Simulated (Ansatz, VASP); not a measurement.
## La: VASP beside Ansatz

```
La
1.0
    -2.15178    2.15178    2.15178
     2.15178   -2.15178    2.15178
     2.15178    2.15178   -2.15178
La
1
Cartesian
  0.0000 0.0000 0.0000
```

This isn't the form of La at room conditions, which is double hcp.

Alike in both runs: task single point; functional r2SCAN; k mesh 8 × 8 × 8; no spin polarisation.

```csv
,VASP,Ansatz
version,VASP 6.6.1,Ansatz 0.2.0
potentials or method,"VASP PAW PBE potentials, release 64 (La)","plane waves, PAW"
plane-wave cutoff (eV),520,571
occupations,"fermi-dirac, width 0.1 eV",fermi-dirac
valence electrons in the cell,11,11
```

|  | VASP | Ansatz | Ansatz less VASP |
| --- | --- | --- | --- |
| pressure (GPa) | -1.0 | -1.0 | -0.05 |

Caveats: the PAW data sets were made with another functional, which shifts forces and pressure a little (VASP). The runs have no spin-orbit coupling, so splittings on La are missing.
